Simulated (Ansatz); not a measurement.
**Li (Lithium, Im-3m): phonons at finite temperature**

Wanted: self-consistent phonon frequencies, thermal pressure and a stability verdict for Lithium.

Calculated with Ansatz 0.2.0; DFT PBE, scalar-relativistic, plane waves, PAW; PAW set soft_1.

## Step 1: Starting point

It takes space group Im-3m (No. 229, cubic). Conventional cell: a = 3.509 Å, b = 3.509 Å, c = 3.509 Å, α = 90.00°, β = 90.00°, γ = 90.00°. Li has 8 Li at 3.04 Å nearest.

Coordinates:

```cif
data_structure
_symmetry_space_group_name_H-M 'Im-3m'
_symmetry_Int_Tables_number 229
_cell_length_a 3.5093
_cell_length_b 3.5093
_cell_length_c 3.5093
_cell_angle_alpha 90.000
_cell_angle_beta 90.000
_cell_angle_gamma 90.000
_cell_volume 43.22
loop_
_atom_site_label
_atom_site_type_symbol
_atom_site_symmetry_multiplicity
_atom_site_Wyckoff_symbol
_atom_site_fract_x
_atom_site_fract_y
_atom_site_fract_z
_atom_site_occupancy
Li1 Li 2 a 0.00000 0.00000 0.00000 1
```

## Step 2: Probe on a coarse mesh

A cheap single point shows whether the cell is a metal or an insulator and how far it is from rest; that sets the k-mesh and the occupations of what follows.

Contents of input.yaml:

```yaml
crystal:
  lattice:
    - [-1.75465, 1.75465, 1.75465]
    - [1.75465, -1.75465, 1.75465]
    - [1.75465, 1.75465, -1.75465]
  atoms:
    - { symbol: Li, position: [0.0, 0.0, 0.0] }
kpoints:
  mp_grid: { grid: [8, 8, 8] }
hamiltonian:
  xc: pbe
  pseudopotentials: { kind: paw, azcp: { folder: soft_1 } }
scf:
  occupations: { method: gaussian, width: 0.1 }
  lower_state_search: "off"
output:
  forces: true
  stress: true
  eigenvalues: true
```

Started as:

```
$ ansatz run input.yaml --threads 8 --pin off --max-ram 16384MiB --backend cpu --events-out ev --progress --plain --runs-dir out
```

Numbers of over 12 decimals in the logs are rounded to 6 here.

What it wrote:

```text
Engine: ansatz 0.2.0, aarch64-unknown-linux-gnu
Pseudopotentials: kind: paw
Pseudopotential: Li, paw, valence charge 3, recommended cutoff 420 eV (normal), soft_1/Li.paw.azcp
Functional definition: PBE
  parameter kappa = 0.804
  parameter beta = 0.066725
  exchange = pbe_x(kappa = kappa, mu = beta*pi^2/3)
  correlation = pbe_c(beta = beta)
Crystal: 1 atoms, lattice volume = 21.609 Å³
Basis set: ecut = 420 eV, 429 PW (Γ), exchange–correlation on 48×48×48 points (8 copies of the dense FFT grid, shifted against one another)
Bands: 6, of which v1, the nominal top of the filled ones, is band 2 counted from 1 (1 counted from 0)
Symmetry: 48 space group operations
Space group: Im-3m (ITA 229), of the structure as read, at distance tolerance 2.8e-5 Å
k-points: 29 of 512
Non-local potential: Li, projectors of the file, l = 0: 3, l = 1: 2, l = 2: 1
PAW form: soft (Blöchl's): semilocal exchange-correlation on the pseudo side does not see the compensation charge
PAW one-centre angular grid: Li, 110 points (default); XC on 96 Gauss nodes
Initial density: superposition of atomic densities (chi_scale 0.1, normalization cell)
Initial wavefunctions: pseudopotential atomic-orbital guess
Functional: x = pbe(κ = 0.804, μ = 0.219515), c = pbe(β = 0.066725)
SCF iter   1: F=—  HF=-204.682138 eV  |F-HF|=—  |Δ(HF+E_count)|=         —  Δρ=3.04e-3  dr2=2.69e-3  ethr=3.10e-3  ⟨swp⟩=3.6  Hψ=1304  notcnv=0
preconditioner: auto → none  [insulator: Δε(μ)=0.134 eV  Ē_g=10.235 eV  σ=0.100 eV  W_gap=0.65  n_scr=0 (ndim 8)  ℏωp=8.0 eV  f_vac=0.000  D(μ)=1.06/eV (n_scr^D=12)  ε∞_Penn≈1.6]
SCF iter   2: F=—  HF=-204.675306 eV  |F-HF|=—  |Δ(HF+E_count)|=   6.83e-3  Δρ=1.51e-3  dr2=6.91e-4  ethr=8.97e-5  ⟨swp⟩=2.6  Hψ=488  notcnv=0  defer=5
SCF iter   3: F=—  HF=-204.674322 eV  |F-HF|=—  |Δ(HF+E_count)|=   9.84e-4  Δρ=9.88e-5  dr2=7.59e-7  ethr=2.30e-5  ⟨swp⟩=2.0  Hψ=247  notcnv=0  defer=6
SCF iter   4: F=—  HF=-204.674320 eV  |F-HF|=—  |Δ(HF+E_count)|=   1.44e-6  Δρ=6.41e-6  dr2=4.43e-9  ethr=3.33e-9  ⟨swp⟩=5.1  Hψ=898  notcnv=0
SCF iter   5: F=-204.674320 eV  HF=-204.674320 eV  |F-HF|=1.33e-10  |Δ(HF+E_count)|=   4.83e-9  Δρ=5.26e-7  dr2=3.91e-11  ethr=1.48e-10  ⟨swp⟩=1.1  Hψ=455  notcnv=0
SCF 1 converged in 5 iterations: F = -204.674320 eV  dr2 = 3.91e-11
  greatest PAW one-centre occupation: 1.000 electrons in one spin orbital (limit 2), on the Li atom at site 0 (counted from 0), in its partial waves of l = 0
SCF converged after 5 iterations
Free energy (F): -204.674320 eV
Harris-Foulkes:  -204.674320 eV  (|F-HF|=1.33e-10)
Internal energy: -204.668999 eV  (E = F + TS)
E sigma→0 (E₀):  -204.671660 eV
Entropy (-TS):   -0.005321 eV (-5.321 meV/atom)
Fermi energy:    0.849146 eV
--- Per-component energies (eV) ---
  E_band       = -92.145717
  E_kinetic    = 15.473693
  E_local      = -141.972293  (includes V_loc(G=0)·N_el)
  E_nonlocal   = -19.822335
  E_hartree    = 40.987365
  E_xc         = -8.131690
  E_vxc        = -10.486543  (∫ρ·V_xc dr)
  E_paw        = -24.006399  (= ΣΔE_a)
  E_vpaw       = -17.313145  (= ΣTr[D̂ρ^β])
  E_aug_tail   = 0.000256  (compensation charges beyond the density's cutoff)
  E_ewald      = -67.197595
  E_smearing   = -0.005321  (= −TS)
  E_closure    = 0.000000  (closes the sum)
  Σ components = -204.674320   (vs F -204.674320, Δ=0.00e0)
--- Forces (eV/Å), atoms counted from 1 ---
  atom   1  Li     0.00000000     0.00000000    -0.00000000
  max |Σ_I F_I| component: 1.41e-32 eV/Å
--- Stress (GPa, compression-positive) ---
       -0.766310       0.000000      -0.000000
        0.000000      -0.766310      -0.000000
       -0.000000       0.000000      -0.766310
  P = ⅓ Tr σ = -0.7663 GPa (-7.663 kbar)
--- Band table (eV; the first three rows and the last of 29) ---
  k-point 0: bands = ["-45.8192", "-2.6810", "14.7571", "14.7571", "14.7571", "19.3892"]
  k-point 1: bands = ["-45.8170", "-2.3912", "12.8898", "13.6394", "14.2909", "17.2888"]
  k-point 2: bands = ["-45.8117", "-1.5231", "9.1201", "12.0920", "13.2754", "15.4170"]
  k-point 28: bands = ["-45.7938", "6.1044", "6.1044", "6.1044", "8.3050", "8.3050"]
```

Run time: 0.73 s. Hardware: 8 threads of Arm Neoverse V1, shared host; peak memory 0.24 GiB.

Numbers from this step:

```
pressure          : -0.7663 GPa
volume per atom   : 21.61 Å³/atom
gap on the k-mesh : 0 eV
```

The start is under -0.77 GPa at this level and looks like a metal on this mesh.

## Step 3: Finding the static equilibrium

The vibrations must be taken about the equilibrium of this functional, not about the starting cell, so the structure is relaxed.

Edit input.yaml of step 2 so:

```diff
@@ -8,3 +8,3 @@
 kpoints:
-  mp_grid: { grid: [8, 8, 8] }
+  mp_grid: { grid: [16, 16, 16] }
 hamiltonian:
@@ -19 +19,6 @@
   eigenvalues: true
+relax:
+  adjacent_minimum: "off"
+  f_tol: 0.005
+  max_steps: 80
+  cell: { stress_tol: 0.05 }
```

What it wrote:

```text
[...]
Crystal: 1 atoms, lattice volume = 21.609 Å³
Basis set: ecut = 420 eV, 429 PW (Γ), exchange–correlation on 48×48×48 points (8 copies of the dense FFT grid, shifted against one another)
Bands: 6, of which v1, the nominal top of the filled ones, is band 2 counted from 1 (1 counted from 0)
Symmetry: 48 space group operations
[...]
k-points: 145 of 4096
[...]
SCF iter   1: F=—  HF=-204.692949 eV  |F-HF|=—  |Δ(HF+E_count)|=         —  Δρ=3.04e-3  dr2=2.69e-3  ethr=3.10e-3  ⟨swp⟩=3.7  Hψ=6559  notcnv=0
[...]
SCF iter   5: F=-204.685126 eV  HF=-204.685126 eV  |F-HF|=1.62e-10  |Δ(HF+E_count)|=   2.06e-9  Δρ=5.88e-7  dr2=4.56e-11  ethr=1.55e-10  ⟨swp⟩=1.0  Hψ=2279  notcnv=0
SCF 1 converged in 5 iterations: F = -204.685126 eV  dr2 = 4.56e-11
[...]
relax step   1: F+E_penalty+E_count = -204.68512577 eV  Δ(F+E_penalty+E_count) = +0.000e0 eV  max|allowed force component| = 0.000e0 eV/Å  Δτ_max = 0.0000 Å  P = -0.807 GPa  Ω = 21.609 Å³  (5 SCF iters, dr2 threshold 1.00e-7 eV, accepted)
Crystal: 1 atoms, lattice volume = 21.022 Å³
Basis set: ecut = 420 eV, 381 PW (Γ), exchange–correlation on 48×48×48 points (8 copies of the dense FFT grid, shifted against one another)
[...]
iter 1 solved again at ethr=1.26e-7 eV; its pass at ethr=3.10e-3 eV (dr2=3.79e-6 eV) is discarded
[...]
SCF iter   3: F=-204.687510 eV  HF=-204.687510 eV  |F-HF|=3.94e-9  |Δ(HF+E_count)|=   4.40e-6  Δρ=4.01e-6  dr2=1.24e-9  ethr=3.33e-9  ⟨swp⟩=1.7  Hψ=2535  notcnv=0
SCF 2 converged in 3 iterations: F = -204.687510 eV  dr2 = 1.24e-9
relax step   2: F+E_penalty+E_count = -204.68750989 eV  Δ(F+E_penalty+E_count) = -2.384e-3 eV  max|allowed force component| = 0.000e0 eV/Å  Δτ_max = 0.0000 Å  P = -0.484 GPa  Ω = 21.022 Å³  energy of the carried Pulay correction = +4.670e-6 eV  (3 SCF iters, dr2 threshold 1.00e-7 eV, accepted)
Crystal: 1 atoms, lattice volume = 20.200 Å³
[...]
SCF iter   3: F=-204.688692 eV  HF=-204.688692 eV  |F-HF|=9.72e-9  |Δ(HF+E_count)|=   9.03e-6  Δρ=6.08e-6  dr2=2.64e-9  ethr=3.33e-9  ⟨swp⟩=2.0  Hψ=2788  notcnv=0
SCF 3 converged in 3 iterations: F = -204.688692 eV  dr2 = 2.64e-9
relax step   3: F+E_penalty+E_count = -204.68869224 eV  Δ(F+E_penalty+E_count) = -1.182e-3 eV  max|allowed force component| = 0.000e0 eV/Å  Δτ_max = 0.0000 Å  P = +0.041 GPa  Ω = 20.200 Å³  energy of the carried Pulay correction = +1.142e-5 eV  (3 SCF iters, dr2 threshold 1.00e-7 eV, accepted)
Basis set: ecut = 420 eV, 381 PW (Γ), exchange–correlation on 40×40×40 points (8 copies of the dense FFT grid, shifted against one another)
[...]
SCF iter   3: F=-204.688682 eV  HF=-204.688682 eV  |F-HF|=3.84e-12  |Δ(HF+E_count)|=  7.84e-10  Δρ=1.60e-7  dr2=1.19e-12  ethr=1.00e-12  ⟨swp⟩=3.0  Hψ=2690  notcnv=0
SCF 4 converged in 3 iterations: F = -204.688682 eV  dr2 = 1.19e-12
relax step   4: F+E_penalty+E_count = -204.68868194 eV  Δ(F+E_penalty+E_count) = +1.031e-5 eV  max|allowed force component| = 0.000e0 eV/Å  Δτ_max = 0.0000 Å  P = +0.041 GPa  Ω = 20.200 Å³  stress off target by 4.07e-2 GPa  SCF on the basis re-selected at this cell (its energy is not comparable with the rows above)  (3 SCF iters)
basis re-selected at this cell: Δ(F+E_penalty+E_count) = +1.031e-5 eV, ΔP = -0.000 GPa vs the last step (what re-selecting the basis moved, of the pressure what is left beyond the Pulay correction that the steps carried, after the strain that the cell walked since its last selection, with what the two solves' SCF thresholds leave and, on support functions, any second-order correction that the steps lacked; it is no measure of the basis error at this ecutwfc). The dense FFT grid was sized anew with the basis: this SCF ran on 20×20×20 points, the steps before it on 24×24×24, so part of this shift can come from that change (see relax.cell in the input reference). [rest of the remark cut]
SCF converged after 3 iterations
Free energy (F): -204.688682 eV
[...]
Internal energy: -204.685811 eV  (E = F + TS)
E sigma→0 (E₀):  -204.687247 eV
Entropy (-TS):   -0.002871 eV (-2.871 meV/atom)
Fermi energy:    1.007507 eV
[...]
--- Stress (GPa, compression-positive) ---
        0.040709      -0.000000      -0.000000
       -0.000000       0.040709       0.000000
        0.000000       0.000000       0.040709
  P = ⅓ Tr σ = 0.0407 GPa (0.407 kbar)
--- Band table (eV; the first three rows and the last of 145) ---
[...]
--- Relaxed structure (3 steps of the walk, 3 accepted, 1 SCFs on fresh bases) ---
  F+E_penalty+E_count = -204.68868194 eV   max|allowed force component| = 0.000e0 eV/Å   (the final SCF, on the basis selected at the relaxed cell)
  cell:  # Å, volume = 20.2003 Å³
    - [-1.715665, 1.715665, 1.715665]
    - [1.715665, -1.715665, 1.715665]
    - [1.715665, 1.715665, -1.715665]
  atoms:
    - { symbol: Li, position: [0.0, 0.0, 0.0] }
```

Elapsed: 1.2 s, on 8 threads; peak memory 0.29 GiB.

Relaxation path:

| step | energy less that of the first step (eV) | largest force component (eV/Å) | pressure (GPa) | volume (Å³) |
| --- | --- | --- | --- | --- |
| 1 | 0.0000 | 0.0000 | -0.81 | 21.61 |
| 2 | -0.0024 | 0.0000 | -0.48 | 21.02 |
| 3 | -0.0036 | 0.0000 | 0.04 | 20.20 |
| 4* | -0.0036 | 0.0000 | 0.04 | 20.20 |

Relaxation steps marked * repeat the geometry before them on a plane-wave basis chosen anew for their cell, so energy and pressure can jump there.

| conventional cell, symmetrised | before | after | change |
| --- | --- | --- | --- |
| a (Å) | 3.509 | 3.431 | -2.2 % |
| b (Å) | 3.509 | 3.431 | -2.2 % |
| c (Å) | 3.509 | 3.431 | -2.2 % |
| volume (Å³/atom) | 21.61 | 20.20 | -6.5 % |

Final coordinates:

```xyz
1
Lattice="-1.7157 1.7157 1.7157 1.7157 -1.7157 1.7157 1.7157 1.7157 -1.7157" Properties=species:S:1:pos:R:3 pbc="T T T"
Li    0.0000    0.0000    0.0000
```

Numbers from this step:

* pressure: 0.04071 GPa
* volume per atom: 20.20 Å³/atom

The relaxation ends with a pressure of 0.04 GPa.

## Step 4: Tight relaxation

The relaxation is repeated with tighter thresholds on force and stress, since phonons are sensitive to what is left; a change of mesh or smearing in the input moves the cell too.

input.yaml, the sections that differ from step 3:

```yaml
crystal:
  lattice:
    - [-1.7156649717, 1.7156649717, 1.7156649717]
    - [1.7156649717, -1.7156649717, 1.7156649717]
    - [1.7156649717, 1.7156649717, -1.7156649717]
  atoms:
    - { symbol: Li, position: [0.0, 0.0, 0.0] }
kpoints:
  mp_grid: { grid: [18, 18, 18] }
scf:
  occupations: { method: methfessel_paxton, width: 0.2 }
  lower_state_search: "off"
relax:
  adjacent_minimum: "off"
  f_tol: 0.001
  max_steps: 60
  cell: { stress_tol: 0.01 }
# hamiltonian, output: as in step 3
```

What it wrote:

```text
[...]
Crystal: 1 atoms, lattice volume = 20.200 Å³
Basis set: ecut = 420 eV, 381 PW (Γ), exchange–correlation on 40×40×40 points (8 copies of the dense FFT grid, shifted against one another)
Bands: 6, of which v1, the nominal top of the filled ones, is band 2 counted from 1 (1 counted from 0)
Symmetry: 48 space group operations
[...]
k-points: 195 of 5832
[...]
0.000000      -0.000000      -0.000334
  P = ⅓ Tr σ = -0.0003 GPa (-0.003 kbar)
--- Band table (eV; the first three rows and the last of 195) ---
[...]
--- Relaxed structure (3 steps of the walk, 3 accepted, 1 SCFs on fresh bases) ---
[...]
cell:  # Å, volume = 20.2381 Å³
    - [-1.716736, 1.716736, 1.716736]
    - [1.716736, -1.716736, 1.716736]
    - [1.716736, 1.716736, -1.716736]
  atoms:
    - { symbol: Li, position: [0.0, 0.0, 0.0] }
[key lines of the parts left out:]
SCF converged after 4 iterations
Free energy (F): -204.687793 eV
Fermi energy:    1.017389 eV
```

Elapsed: 1.4 s, on 8 threads; peak memory 0.3 GiB; 8 s of CPU time.

Little changed from the start: no atom moved by 0.005 Å and no cell edge by 0.1 %.

This step gave:

```yaml
pressure: -3.34e-4 GPa
volume_per_atom: 20.24 Å³/atom
```

The residual pressure is -3.3e-4 GPa, small enough for phonons.

(Continued in part 2 of 2.)

[Logs are printed without paths, hosts, clocks, repeated set-up lines and the standing remarks that a program may print on its own settings, such as how far it seeks lower states.]

[Hosts, paths, dates, database ids (printed as entryN), source tags and the programs' standing remarks are cut or masked in the printed files.]

[A step with changed settings may run another functional than the one named; its input shows which.]
